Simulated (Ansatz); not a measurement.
# GaN (F-43m) in Ansatz: single point with PBEsol

Aim: the single point of GaN with PBEsol.

Program: Ansatz 0.2.0. These are calculated values, not measurements. Logs are shortened: lines on timing, memory, paths and dates and some standing lists are left out, and cuts for length are marked.

**The experiment to reproduce.**

From a printed reference work, textbook, for a bulk crystal of GaN at 0 K: band gap 3.299 eV (direct).

How close the calculation comes is told below.

## Step 1: The crystal as given

It takes space group F-43m (No. 216, cubic). The conventional cell has a = 4.507 Å, b = 4.507 Å, c = 4.507 Å, α = 90.00°, β = 90.00°, γ = 90.00°. Around Ga (site symmetry -43m) lie 4 N at 1.95 Å. N (site symmetry -43m) is surrounded by 4 Ga at 1.95 Å.

The cell is a database's computed one.

## Step 2: Single point, PBEsol

input.yaml reads:

```yaml
crystal:
  lattice:
    - [0.0, 2.2535006075, 2.2535006075]
    - [2.2535006075, 0.0, 2.2535006075]
    - [2.2535006075, 2.2535006075, 0.0]
  atoms:
    - { symbol: Ga, position: [0.0, 0.0, 0.0] }
    - { symbol: "N", position: [0.25, 0.25, 0.25] }
kpoints:
  mp_grid: { grid: [8, 8, 8] }
scf:
  occupations: { method: fermi_dirac, width: 0.05 }
hamiltonian:
  xc: pbesol
  pseudopotentials: { kind: all_electron, datasets: crystal }
output:
  forces: true
  stress: true
  eigenvalues: true
  elf: true
  volumetric_format: npy
```

Potentials or basis: all-electron PAW datasets made for the crystal.

On the command line:

```bash
$ ansatz run input.yaml --threads 2 --pin off --max-ram 8192MiB --backend cpu --events-out ev --progress --plain --runs-dir out
```

What it wrote:

```text
Warning: RAYON_NUM_THREADS=2 ignored (pool sized by the plan → 2); use --threads N
hamiltonian.pseudopotentials.datasets: crystal makes datasets for this crystal and solves the spheres of its atoms anew in each pass: cutoff 440.0 eV, the density's 1760.0 eV; for an error of 0.50 meV an atom under PBE, 1.0 meV for the cell; an energy difference from a run of another recipe may be off by several times the error for the cell, under r2SCAN by more, where some 0.1 meV an atom stays at smaller errors; N in spheres of 0.873 Å, 5 of its electrons in bands; Ga in spheres of 1.074 Å, 13 of its electrons in bands, 8 on its site; only band paths and densities of states list, in semicore columns, the levels of the semicore shells that are solved separately: 3s of Ga, 3p of Ga
Engine: ansatz 0.2.0, x86_64-unknown-linux-gnu
Pseudopotentials: kind: all_electron
Pseudopotential: Ga, paw, valence charge 21, recommended cutoff 440 eV (normal), crystal/all_electron/pbesol/scalar/gaussian/Ga, Koelling and Harmon's equation, gaussian nucleus
Pseudopotential: N, paw, valence charge 5, recommended cutoff 440 eV (normal), crystal/all_electron/pbesol/scalar/gaussian/N, Koelling and Harmon's equation, gaussian nucleus
Functional definition: PBEsol
  exchange = pbesol_x
  correlation = pbesol_c
Crystal: 2 atoms, lattice volume = 22.888 Å³
Basis set: ecut = 440 eV, 531 PW (Γ), exchange–correlation on 48×48×48 points (8 copies of the dense FFT grid, shifted against one another)
Bands: 13, of which v1, the nominal top of the filled ones, is band 9 counted from 1 (8 counted from 0)
Symmetry: 24 space group operations
Space group: F-43m (ITA 216), of the structure as read, at distance tolerance 2.8e-5 Å
k-points: 29 of 512 (time reversal used)
Non-local potential: Ga, projectors of the file, l = 0: 1, l = 1: 1, l = 2: 2
Non-local potential: N, projectors of the file, l = 0: 1, l = 1: 1
PAW form: soft (Blöchl's): semilocal exchange-correlation on the pseudo side does not see the compensation charge
PAW one-centre angular grid: Ga, 590 points (default); XC on its mesh's 1835 points in the sphere
PAW one-centre angular grid: N, 110 points (default); XC on its mesh's 1911 points in the sphere
Initial density: superposition of atomic densities (neutral atoms: chi_scale 0, normalization atom)
Initial wavefunctions: pseudopotential atomic-orbital guess
Functional: x = pbesol(κ = 0.804, μ = 0.12345679012345678), c = pbesol(β = 0.046)
iter 1 solved again at ethr=3.36e-2 eV; its pass at ethr=1.00e-1 eV (dr2=6.04e0 eV) is discarded
SCF iter   1: F=—  HF=-54347.497096 eV  |F-HF|=—  |Δ(HF+E_count)|=         —  Δρ=1.53e-1  dr2=6.34e0  ethr=3.36e-2  ⟨swp⟩=2.0  Hψ=1814  notcnv=0
preconditioner: auto → none  [insulator: Δε(μ)=2.979 eV  Ē_g=18.272 eV  σ=0.050 eV  W_gap=1.00  n_scr=8 (ndim 8)  ℏωp=32.9 eV  f_vac=0.000  D(μ)=0.00/eV (n_scr^D=0)  ε∞_Penn≈4.2]
SCF iter   2: F=—  HF=-54346.217049 eV  |F-HF|=—  |Δ(HF+E_count)|=    1.28e0  Δρ=9.38e-2  dr2=1.42e0  ethr=3.36e-2  ⟨swp⟩=3.1  Hψ=960  notcnv=0
iter 3 solved again at ethr=2.79e-4 eV; its pass at ethr=7.92e-3 eV (dr2=5.02e-2 eV) is discarded
SCF iter   3: F=—  HF=-54345.819908 eV  |F-HF|=—  |Δ(HF+E_count)|=   3.97e-1  Δρ=2.00e-2  dr2=5.01e-2  ethr=2.79e-4  ⟨swp⟩=2.0  Hψ=1591  notcnv=0
SCF iter   4: F=—  HF=-54345.823315 eV  |F-HF|=—  |Δ(HF+E_count)|=   3.41e-3  Δρ=5.60e-3  dr2=4.16e-3  ethr=2.78e-4  ⟨swp⟩=3.0  Hψ=862  notcnv=0
SCF iter   5: F=—  HF=-54345.818042 eV  |F-HF|=—  |Δ(HF+E_count)|=   5.27e-3  Δρ=1.42e-3  dr2=1.73e-4  ethr=2.31e-5  ⟨swp⟩=3.0  Hψ=1036  notcnv=0
SCF iter   6: F=—  HF=-54345.819029 eV  |F-HF|=—  |Δ(HF+E_count)|=   9.87e-4  Δρ=6.34e-4  dr2=3.54e-5  ethr=9.60e-7  ⟨swp⟩=3.0  Hψ=933  notcnv=0
SCF iter   7: F=—  HF=-54345.819033 eV  |F-HF|=—  |Δ(HF+E_count)|=   4.00e-6  Δρ=1.05e-4  dr2=9.35e-7  ethr=1.97e-7  ⟨swp⟩=2.1  Hψ=644  notcnv=0
SCF iter   8: F=-54345.819032 eV  HF=-54345.819032 eV  |F-HF|=8.88e-10  |Δ(HF+E_count)|=   5.14e-7  Δρ=4.32e-6  dr2=1.86e-9  ethr=5.20e-9  ⟨swp⟩=3.0  Hψ=725  notcnv=0
SCF 1 converged in 8 iterations: F = -54345.819032 eV  dr2 = 1.86e-9
  Residual-converged pass: ⟨swp⟩=3.2  Hψ=842  notcnv=0  max |occ|·‖R‖ = 5.1e-6 eV (tolerance 5.3e-6 eV)  dr2=2.01e-9  dr2_onsite=3.17e-9  max |Δocc| = 4.4e-9
SCF converged after 8 iterations
Free energy (F): -54345.819032 eV
Harris-Foulkes:  -54345.819032 eV  (|F-HF|=8.88e-10)
Internal energy: -54345.819032 eV  (E = F + TS)
E sigma→0 (E₀):  -54345.819032 eV
Past the cutoff: the bands carry plane waves up to 1.75 times it, of which those up to 1.5 times it add -0.000188 eV an atom, each by itself; the spheres take 0.000280 eV an atom off the energy for waves past 1.75 times it
By the cutoff:   a pressure is off by up to 0.009 GPa (1.2 times the spheres' own share and the shells' term, over an atom's volume, and 0.004 GPa: a bound that held against runs at twice the plane waves)
Past the cutoffs: a stress includes 0.0036 GPa for waves and charges beyond them, in addition to the slope of what the spheres take
In the spheres:  the bands' charges fall short by 1.4e-6 e at most (sound up to 1e-3), those of shells solved beside the bands by 4.9e-8 e (sound up to 5e-4)
Fermi energy:    12.139932 eV
--- Per-component energies (eV) ---
  E_band       = 23.410850
  E_kinetic    = 251.603566
  E_local      = -4803.763168  (includes V_loc(G=0)·N_el)
  E_nonlocal   = 9.084795
  E_hartree    = 2304.653798
  E_xc         = -107.552218
  E_vxc        = -135.499386  (∫ρ·V_xc dr)
  E_paw        = -56905.981951  (= ΣΔE_a)
  E_vpaw       = -8495.564107  (= ΣTr[D̂ρ^β])
  E_ewald      = -3682.104142
  E_smearing   = -0.000000  (= −TS)
  E_closure    = 8588.240289  (closes the sum)
  Σ components = -54345.819032   (vs F -54345.819032, Δ=0.00e0)
  The terms above E_closure are by the made datasets' own strengths, without shells solved beside the bands.
--- Forces (eV/Å), atoms counted from 1 ---
  atom   1  Ga     0.00000000    -0.00000000     0.00000000
  atom   2  N     -0.00000000    -0.00000000     0.00000000
  max |Σ_I F_I| component: 1.20e-16 eV/Å
--- Stress (GPa, compression-positive) ---
       -1.131390       0.000000      -0.000000
       -0.000000      -1.131390       0.000000
       -0.000000       0.000000      -1.131390
  P = ⅓ Tr σ = -1.1314 GPa (-11.314 kbar)
  It holds what live shells' own plane waves past their cutoff add
--- Band table (eV; the first three rows and the last of 29) ---
  k-point 0: bands = ["-4.6574", "-2.2155", "-2.2155", "-2.2155", "-1.8957", "-1.8957", "11.2667", "11.2667", "11.2667", "12.9466", "21.4730"]
  k-point 1: bands = ["-4.4874", "-2.1949", "-2.1949", "-2.1511", "-1.8973", "-1.8973", "9.7250", "11.1029", "11.1029", "14.1003", "20.7595"]
  k-point 2: bands = ["-4.1100", "-2.1545", "-2.1545", "-1.8909", "-1.8909", "-1.8457", "7.3808", "10.7409", "10.7409", "15.2753", "19.9441"]
  k-point 28: bands = ["-3.5813", "-2.0690", "-2.0416", "-1.8868", "-1.8852", "0.1186", "5.5249", "7.5230", "7.5743", "17.3800", "19.6233"]
```

It took 2.7 s on 2 threads of Intel Xeon 6975P-C (Granite Rapids), shared host; peak memory 0.5 GiB.

Results:

```yaml
Free_energy: -54345.8190 eV
Pressure: -1.1 GPa
Band_gap_on_the_k_mesh: 1.68 eV, direct
```

## Step 3: The reference run

An earlier run on the cell as given: functional PBEsol; potentials or basis all-electron LAPW, scalar-relativistic; cutoff 421 eV (chosen from the basis error); basis error allowed 0.001 eV/atom; k mesh 10 × 10 × 10; occupations fermi-dirac, width 0.05 eV; no spin polarisation.

* Pressure: -1.1 GPa
* Band gap on the k mesh: 1.68 eV, direct
* Loewdin charges: Ga +0.77; N -0.74 e

## Step 4: How close it comes

Step 2. A measured gap of GaN is 3.299 eV (direct; 0 K; a printed reference work, textbook); the calculated 1.68 eV misses it by -1.62 eV. Spin-orbit coupling on Ga is left out. The value is that of PBEsol, without temperature or zero-point motion. Semilocal functionals fall short of measured gaps as a rule. The cell is a database's relaxed one, not the measured one, which moves gaps too.
